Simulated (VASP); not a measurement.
# VASP 6.6.1 run: SrTiO$_{3}$

INCAR

```
LDAUTYPE = 2
LDAUU = 0 5.0 0
ISIF = 2
GGA = PE
LREAL = .FALSE.
LDAU = .TRUE.
LDAUJ = 0 0 0
NBANDS = 28
LWAVE = .FALSE.
LDAUL = -1 2 -1
NSW = 0
PREC = Accurate
LCHARG = .FALSE.
EDIFF = 1E-8
LASPH = .TRUE.
ENCUT = 520
NELM = 120
SIGMA = 0.02
IBRION = -1
LMAXMIX = 4
ISMEAR = -1
```

KPOINTS

```
KPOINTS created by Atomic Simulation Environment
0
Monkhorst-Pack
6 6 6
0 0 0
```

POSCAR

```
Sr Ti O
 1.0000000000000000
     3.8677829865000000    0.0000000000000000    0.0000000000000000
     0.0000000000000000    3.8677829865000000    0.0000000000000000
     0.0000000000000000    0.0000000000000000    3.8677829865000000
 Sr  Ti  O
   1   1   3
Cartesian
  0.0000000000000000  0.0000000000000000  0.0000000000000000
  1.9338914932500004  1.9338914932500004  1.9338914932500004
  1.9338914932500004  1.9338914932500004  0.0000000000000000
  1.9338914932500004  0.0000000000000000  1.9338914932500004
  0.0000000000000000  1.9338914932500004  1.9338914932500004
```

The recommended PBE PAW datasets give the neutral cell 40 valence electrons.

Command

```
mpirun -np 1 vasp_std
```

Q: Predict the outcome of this run.

A: It converged. Results: gap between bands v and c on the k mesh 2.95 eV; least direct gap on the k mesh 3.48 eV; pressure 16.1 GPa. Band v is the last that the valence electrons fill when counted band by band, and c is the next.

OSZICAR

```
N       E                     dE             d eps       ncg     rms          rms(c)
DAV:   1     0.450637835029E+03    0.45064E+03   -0.21208E+04   560   0.159E+03
DAV:   2    -0.247691238137E+01   -0.45311E+03   -0.43334E+03   656   0.455E+02
DAV:   3    -0.458808997651E+02   -0.43404E+02   -0.43136E+02   780   0.137E+02
DAV:   4    -0.478000540345E+02   -0.19192E+01   -0.19150E+01   852   0.246E+01
DAV:   5    -0.478439635074E+02   -0.43909E-01   -0.43901E-01   780   0.312E+00    0.280E+01
DAV:   6    -0.361787993024E+02    0.11665E+02   -0.52752E+01   808   0.673E+01    0.155E+01
DAV:   7    -0.365243828753E+02   -0.34558E+00   -0.57459E+00   716   0.134E+01    0.109E+01
DAV:   8    -0.366085597805E+02   -0.84177E-01   -0.16112E+00   704   0.942E+00    0.347E+00
DAV:   9    -0.365447483017E+02    0.63811E-01   -0.25127E-01   712   0.376E+00    0.942E-01
DAV:  10    -0.365442659510E+02    0.48235E-03   -0.85768E-02   724   0.274E+00    0.350E-01
DAV:  11    -0.365433146045E+02    0.95135E-03   -0.88884E-03   736   0.958E-01    0.139E-01
DAV:  12    -0.365433726451E+02   -0.58041E-04   -0.64788E-04   780   0.212E-01    0.102E-01
DAV:  13    -0.365433685204E+02    0.41247E-05   -0.46119E-04   668   0.270E-01    0.424E-02
DAV:  14    -0.365433601450E+02    0.83753E-05   -0.11986E-04   696   0.132E-01    0.139E-02
DAV:  15    -0.365433588999E+02    0.12452E-05   -0.73906E-06   768   0.254E-02    0.457E-03
DAV:  16    -0.365433587334E+02    0.16645E-06   -0.27772E-06   796   0.159E-02    0.279E-03
DAV:  17    -0.365433585985E+02    0.13491E-06   -0.63254E-07   760   0.784E-03    0.105E-03
DAV:  18    -0.365433585647E+02    0.33872E-07   -0.86635E-08   676   0.342E-03    0.104E-03
DAV:  19    -0.365433585285E+02    0.36152E-07   -0.34119E-08   548   0.237E-03    0.102E-04
DAV:  20    -0.365433585342E+02   -0.57003E-08   -0.36392E-09   360   0.410E-04
   1 F= -.36543359E+02 E0= -.36543359E+02  d E =-.593454E-12
```

Standard output (part)

```
POSCAR found type information on POSCAR SrTiO
 POSCAR found :  3 types and       5 ions
 LDA part: xc-table for (Slater+PW92), standard interpolation
 POSCAR, INCAR and KPOINTS ok, starting setup
 WAVECAR not read
 entering main loop
```

The shifted mesh misses Γ, so a band edge there is missed.

For comparison, a separate PBE run of the intended cell, on usual settings and not on those above, gives a gap of 1.91 eV on its mesh and a pressure of 10.8 GPa.
